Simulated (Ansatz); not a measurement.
# AgCl: the cost of one run

The runs shown are made with Ansatz 0.2.0. PAW datasets, plane waves. Simulation only: spin-unpolarised, and no claim that this is the phase found in nature.

## Step 1: The cell

The unstrained cell was relaxed with r2SCAN; in each strained cell the atoms were relaxed again with r2SCAN. Names of k-points are those of the unstrained zone, where strain can split equivalent points. First state: -1.5 % equal strain in all directions.

It is hexagonal, P6_3/mmc (No. 194); a = 4.452 Å, c = 5.639 Å in the conventional setting, 24.20 Å³ an atom. Around Ag lie 5 Cl at 2.57–2.82 Å; around Cl lie 5 Ag at 2.57–2.82 Å.

The structure in full:

```
Ag Cl
1.0
     4.45243    0.00000    0.00000
    -2.22621    3.85592    0.00000
     0.00000    0.00000    5.63947
Ag Cl
2 2
Cartesian
  0.0000 2.5706 1.4099
  2.2262 1.2853 4.2296
  2.2262 1.2853 1.4099
  0.0000 2.5706 4.2296
```

## Step 2: -1.5 % equal strain in all directions: PBE

File input.yaml:

```yaml
crystal:
  lattice:
    - [4.4524299777, 0.0, 0.0]
    - [-2.2262149888, 3.8559174693, 0.0]
    - [0.0, 0.0, 5.6394699624]
  atoms:
    - { symbol: Ag, position: [0.3333333333, 0.6666666667, 0.25] }
    - { symbol: Ag, position: [0.6666666667, 0.3333333333, 0.75] }
    - { symbol: Cl, position: [0.6666666667, 0.3333333333, 0.25] }
    - { symbol: Cl, position: [0.3333333333, 0.6666666667, 0.75] }
kpoints:
  mp_grid: { grid: [6, 6, 4] }
  band_path:
    path:
      - [0.0, 0.0, 0.0]
      - [0.5, 0.0, 0.0]
      - [0.3333333333, 0.3333333333, 0.0]
      - [0.0, 0.0, 0.5]
      - [0.5, 0.0, 0.5]
      - [0.3333333333, 0.3333333333, 0.5]
    npoints: 1
hamiltonian:
  xc: pbe
scf:
  occupations: { method: fermi_dirac, width: 0.02 }
  n_extra_bands: 5
output:
  forces: true
  stress: true
  eigenvalues: true
  write_density: true
  write_potential: true
  elf: true
  volumetric_format: npy
```

On the command line:

```bash
> ansatz run input.yaml --threads 4 --pin off --max-ram 3686MiB --backend cpu --events-out ev --progress --plain --runs-dir out
```

**Question.** How long does this run take on 4 threads of Arm Neoverse N1, shared host, and how much memory does it need?

About 2.8 s, with a peak of 0.38 GiB.
